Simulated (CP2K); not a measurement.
## AlRu: equation of state with r2SCAN

AlRu:

```xyz
2
Lattice="2.9916 0.0000 0.0000 0.0000 2.9916 0.0000 0.0000 0.0000 2.9916" Properties=species:S:1:pos:R:3 pbc="T T T"
Ru    1.4958    1.4958    1.4958
Al    0.0000    0.0000    0.0000
```

```
Program                             : CP2K 2026.2
Task                                : equation of state
Functional                          : r2SCAN
Potentials or basis                 : POTENTIAL_UZH Ru GTH-SCAN-q16, Al GTH-SCAN-q3; TZVP-MOLOPT-SCAN-GTH basis
Density cutoff                      : 9184 eV
k mesh                              : 9 × 9 × 9
Occupations                         : fermi-dirac, width 0.0259 eV
Spin                                : no spin polarisation
SCF solver                          : diagonalisation with k points
Quickstep method                    : GPW
EPS_DEFAULT                         : 1.0E-10
EPS_SCF                             : 1.0E-6
MAX_SCF                             : 100
SCF_GUESS                           : ATOMIC
k points reduced by the point group : yes
Mesh centred on Gamma               : yes
CHOLESKY                            : OFF
EPS_EIGVAL                          : 1.0E-7
MIXING METHOD                       : BROYDEN_MIXING
MIXING ALPHA                        : 0.4
NBUFFER                             : 8
NGRIDS                              : 4
Basis sets                          : Ru TZVP-MOLOPT-SCAN-GTH-q16, Al TZVP-MOLOPT-SCAN-GTH-q3
Potentials                          : Ru GTH-SCAN-q16 of POTENTIAL_UZH, Al GTH-SCAN-q3 of POTENTIAL_UZH
ADDED_MOS                           : [13]
REL_CUTOFF (Ry)                     : 60 Ry
MIXING BETA (1/bohr)                : 1.5 1/bohr
CUTOFF of the grids                 : 675 Ry
```

* Equilibrium volume: 13.59 Å³/atom
* Bulk modulus: 222 GPa
* Pressure derivative of the bulk modulus: 4.6 (rough: it moves with the points fitted)

Energy against volume, from the lowest point:
| volume (Å³/atom) | energy (meV/atom) |
| --- | --- |
| 12.584 | 59.85 |
| 12.851 | 30.91 |
| 13.119 | 12.09 |
| 13.387 | 2.07 |
| 13.655 | 0.00 |
| 13.922 | 5.08 |
| 14.190 | 16.61 |

All runs of the series together: 15 min on 1 thread of Intel(R) Xeon(R) Platinum 8488C (Sapphire Rapids) (shared host).

Caveat: the basis of atomic orbitals isn't converged, which shifts pressures, moduli and gaps. Zero-point motion and thermal expansion aren't in these numbers.
